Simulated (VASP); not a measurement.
# SnS2: relaxation of cell and atoms with LDA

SnS2:

```
Sn S
1.0
     3.67431    0.00000    0.00000
    -1.83715    3.18204    0.00000
     0.00000    0.00000    6.22883
Sn S
1 2
Direct
  0.00000 0.00000 0.00000
  0.33333 0.66667 0.23465
  0.66667 0.33333 0.76535
```

The cell is a database's computed one.

* Program: VASP 6.6.1
* Task: relaxation of cell and atoms
* Functional: LDA
* Potentials or basis: VASP PAW LDA potentials, release 64 (Sn_d, S)
* Cutoff: 300 eV
* k mesh: 5 × 5 × 3
* Occupations: gaussian, width 0.02 eV
* Spin: no spin polarisation
* Further INCAR settings: ALGO = Fast; EDIFF = 1e-06; IBRION = 2; EDIFFG = -0.01; NSW = 60; ISIF = 3

```
Relaxed volume                         : 21.70 Å³/atom
Relaxed cell                           : a = 3.632 Å, b = 3.632 Å, c = 5.699 Å, α = 90.00°, β = 90.00°, γ = 120.00°
Space group after relaxing (to 0.05 Å) : P-3m1 (No. 164)
Energy gained by relaxing              : 19.2 meV/atom
Ionic steps                            : 24
Pressure after relaxing                : 0.0 GPa
Largest force after relaxing           : 0.003 eV/Å
Band gap on the k mesh                 : 1.11 eV, indirect (least direct gap 1.63 eV)
```

Forces on the atoms (eV/Å):
```
Sn   0.000  0.000  0.000
S    0.000  0.000 -0.003
S    0.000  0.000  0.003
```

Step by step:
```
step  energy change (eV)  largest force (eV/Å)  pressure (GPa)  volume (Å³)
   1              0.0000                0.0752           -2.52        72.83
   2             -0.0056                0.5258            2.17        68.87
   3             -0.0181                0.2395           -0.09        70.63
   4             -0.0226                0.1781           -0.06        70.23
   5             -0.0268                0.0734           -0.10        69.57
   6             -0.0227                0.1438           -0.13        68.27
   7             -0.0273                0.0176           -0.18        69.24
   8             -0.0307                0.0280           -0.07        68.86
   9             -0.0397                0.0536            0.24        67.72
  10             -0.0511                0.1037            1.00        65.45
  11             -0.0518                0.1276            1.48        64.34
  12             -0.0547                0.0576            1.01        64.31
  13             -0.0562                0.0320            0.41        64.28
  14             -0.0562                0.0359            0.38        64.27
  15             -0.0566                0.0337            0.30        64.40
  16             -0.0574                0.0223            0.04        64.79
  17             -0.0575                0.0173            0.00        64.96
  18             -0.0575                0.0085           -0.22        65.31
  19             -0.0575                0.0154           -0.04        65.07
  20             -0.0575                0.0143           -0.04        65.13
  21             -0.0575                0.0110           -0.14        65.22
  22             -0.0575                0.0113           -0.13        65.15
  23             -0.0576                0.0051            0.07        65.06
  24             -0.0576                0.0031           -0.02        65.09
```

Final structure:
```
CELL_PARAMETERS angstrom
3.63169 0.00000 0.00000
-1.81584 3.14513 0.00000
0.00000 0.00000 5.69890
ATOMIC_POSITIONS crystal
Sn 0.00000 0.00000 0.00000
S 0.33333 0.66667 0.25686
S 0.66667 0.33333 0.74314
```

Levels at points of the mesh, in eV from the valence-band top:
```
           k point  band 9  band 10  band 11  band 12  band 13  band 14  band 15  band 16  band 17
(0.00, 0.00, 0.00)   -0.84    -0.84    -0.58    -0.58     0.00     1.63     3.27     5.16     5.16
```

It took 60 s on 1 thread of Intel(R) Xeon(R) Platinum 8488C (Sapphire Rapids), on a shared host, peak memory 0.14 GiB.

Caveat: the cutoff is under 1.25 times the usual one of these potentials, so pressure, stress and relaxed cells hold a basis-set (Pulay) error; spin-orbit coupling is left out, which moves the levels of the heavy elements; an odd mesh through Γ misses points on the zone boundary, where band edges often lie.
